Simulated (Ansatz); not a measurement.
## Stress against strain in BN

```yaml
crystal:
  lattice:
    - [0.00000, 1.80750, 1.80750]
    - [1.80750, 0.00000, 1.80750]
    - [1.80750, 1.80750, 0.00000]
  atoms:
    - { symbol: B, position: [0.00000, 0.00000, 0.00000] }
    - { symbol: N, position: [0.75000, 0.75000, 0.75000] }
```

Atoms are numbered in the order listed.

Conventional cell: a = 3.615 Å, b = 3.615 Å, c = 3.615 Å, α = 90.00°, β = 90.00°, γ = 90.00°. B (atom 1) has 4 N at 1.57 Å as nearest neighbours. Around N (atom 2) lie 4 B at 1.57 Å.

The geometry is COD entry 9008834, unchecked; take it as a test cell.

The calculation used DFT, PBEsol, all-electron LAPW, scalar-relativistic in Ansatz 0.2.0.

Sampling and basis: a Γ-centred 13×13×13 k mesh, Fermi–Dirac smearing of 0.03 eV, basis error target 1 meV/atom, no spin polarisation.

The strain is applied along the Cartesian axes of the cell as listed (the other components stay zero). Fractional coordinates are held (clamped ions).

σ is the change of stress from the unstrained cell, which is at -2.93 GPa; tension is positive, so slopes are stress–strain coefficients at that pressure.

Only quantities that a quadratic follows smoothly over the whole series are listed; rougher ones are left out.

```
εxx = εyy  σzz (GPa)  σxx (GPa)
  -0.0300     -11.92     -32.34
  -0.0200      -7.58     -20.68
  -0.0100      -3.62      -9.92
   0.0000       0.00       0.00
   0.0100       3.30       9.14
   0.0300       9.03      25.30
```

Task: Fit the series and read off the stiffness at zero strain.

Result: Least-squares fits y = p0 + p1 x + p2 x² to the rows give σzz (GPa): p1 = 349, p2 = -1600; σxx (GPa): p1 = 959, p2 = -3900. So 2 C12 = 349 GPa and C11 + C12 = 959 GPa.

Task: One run, at εxx = εyy = 0.0200, is withheld. Predict its row.

Result: The fits give 6.34, 17.63; the run gave 6.30, 17.56.
